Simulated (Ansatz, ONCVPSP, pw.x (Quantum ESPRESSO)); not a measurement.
## From atom to crystal: ONCV potential for arsenic (As)

As, optimised norm-conserving Vanderbilt (ONCV), made with ONCVPSP 4.0.1.1 (patched build) (PBE, scalar-relativistic). Core [Ar] 3d10, reference 4s1.5 4p3.5. Waves: 4s: rc 1.40 bohr, ncon 4, nbas 9, qcut 4.9 1/bohr, 1 projector; 4p: rc 1.90 bohr, ncon 4, nbas 8, qcut 4.9 1/bohr, 2 projectors, debl 1.8 Ha; d scattering state at 0.26 Ha: rc 2.00 bohr, ncon 4, nbas 8, qcut 4.3 1/bohr, 2 projectors, debl 3.4 Ha. Local part: polynomial inside 1.10 bohr (lpopt 2, dvloc0 0 Ha). Core correction: none.

Atomic tests: cutoffs needed: 10 Ha and 21 Ha (the cutoffs (Ha) at which the residual kinetic energy of the hardest occupied pseudo-wave falls to 1 and 0.1 mHa per electron) The cutoffs count occupied waves only; projector 2 of the d channel, the hardest unoccupied one, needs 74 Ha at the loose tolerance.; ghost test: no bound ghost flagged; GHOST(+) flagged for s at 38.7 eV; largest excitation error: -36 meV (all-electron minus pseudo) for 4s2 4p0, out of 4 test configurations.

Crystal test: sc As in pw.x 7.5, no spin, 12³ k-points, Fermi–Dirac smearing 0.01 Ry, cutoffs 50/200 Ry. The reference is all-electron LAPW (Ansatz 0.2.0) with the same functional, mesh and smearing; V0 and B0 come from Birch–Murnaghan fits to the pressures at five volumes. Errors are pseudo minus all-electron; Δ is the rms difference of the E(V) curves that follow from these fits, minima aligned, over ±6 % about the mean V0. Mesh and smearing are coarse, so the numbers serve the comparison and aren't converged zero-temperature values; the lattice is a test structure that the element need not adopt.

All-electron: a0 = 2.735 Å (V0 = 20.45 Å³/atom), B0 = 75.1 GPa.

Question: How far does the potential miss the all-electron equation of state?

Answer: mean pressure error (GPa): -0.18; a0 (Å): 2.732; a0 error (%): -0.08; B0 error (%): +1.5; Δ (meV/atom): 0.8. The generator flags a localised state at positive energy (s at 39 eV).

```csv
V (Å³/atom),P all-electron (GPa),P pseudo (GPa)
19.489,3.99,3.83
20.002,1.74,1.56
20.515,-0.24,-0.42
21.028,-1.98,-2.17
21.541,-3.51,-3.71
```

Question: At the middle volume, how do free energy and pressure move when the wave cutoff is lowered (ecutrho kept at four times it)?

Answer:

```tsv
cutoff (Ry)	shift of F (meV/atom)	shift of P (GPa)
22	+25.4	-1.25
30	+5.6	+0.02
40	+1.0	-0.06
```

The run at the middle volume (84 k-points, 6 iterations) took about 9 s on one core of a shared host (Neoverse-N1, 64 threads, 124 GiB, load 59).
